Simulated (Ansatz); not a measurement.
# Settings and their price: wurtzite SiC, size series (36 atoms)

The structure is hexagonal, space group P6_3mc (No. 186). The conventional cell has a = 3.076 Å, b = 3.076 Å, c = 5.048 Å, α = 90.00°, β = 90.00°, γ = 120.00°. Si has 4 C at 1.88 to 1.89 Å nearest. C has 4 Si at 1.88 to 1.89 Å nearest. Wurtzite SiC (a = 3.076 Å, c = 5.048 Å), 3 x 3 x 1 conventional cells; ideal positions. Farther neighbours are not listed.

Geometry: as built.

Reference run: Kohn-Sham DFT, PBE, PAW (set soft_2), plane waves (Ansatz 0.2.0), cutoff 420 eV, k-mesh 3×3×5, fermi-dirac smearing of 0.05 eV.

```
r.m.s. force component                           : 0.04293 eV/Å
pressure                                         : 3.413 GPa
gap (highest filled to lowest empty level) : 2.25 eV
SCF cycles                                       : 6
time                                             : 7.2 s on 8 threads of Arm Neoverse V2, shared host
```

**Question.** The cell is repeated and solved at Γ. How do error, time and memory go?
- plane waves, 36 atoms (1×1×1)
- support functions, 36 atoms (1×1×1)
- plane waves, 432 atoms (2×2×3)
- support functions, 432 atoms (2×2×3)

Differences are against the typed cell on a 3×3×5 mesh, which samples like Γ on 1620 atoms (r.m.s. force component 0.0429 eV/Å, gap 2.25 eV). Every repeated cell is solved at Γ, and forces are averaged over the copies of each atom. Hardware: 8 threads of Arm Neoverse V2, shared host.

```csv
atoms,repeats,basis,"Δ force, r.m.s. (meV/Å)",Δ energy (meV/atom),less plane waves of the same size (meV/atom),gap (eV),spread among copies (meV/Å),SCF cycles,time,host memory (GiB)
36,1×1×1,plane waves,336,26.4,-,2.18,-,7,0.6 s,0.45
36,1×1×1,support functions,336,24.4,-2.0,2.18,-,9,13 s,1.3
432,2×2×3,plane waves,2.69,4.25,-,2.24,0,6,93 s,9.7
432,2×2×3,support functions,2.86,2.45,-1.8,2.24,0.14,9,3.8 min,9.0
```

Repeating the cell at Γ samples more k-points: in plane waves the energy difference from the dense mesh goes from 26.4 meV/atom at 36 atoms to 4.25 at 432, and the force difference from 336 to 2.7 meV/Å; the gap goes from 2.18 to 2.24 eV. At equal size the support functions lie 1.8 to 2.0 meV/atom below plane waves, likely because their grid holds more waves than 420 eV; no run tests this. At the largest size the support functions' forces differ from the reference by 6.7 % of the r.m.s. force, which holds the difference of sampling between the two as well as that of the basis. Plane waves may use the symmetry of this cell, which the support-function runs switch off.

[Logs are printed without paths, hosts, clocks, repeated set-up lines and the standing remarks that a program may print on its own settings, such as how far it seeks lower states.]

[Hosts, paths, dates, database ids (printed as entryN), source tags and the programs' standing remarks are cut or masked in the printed files.]
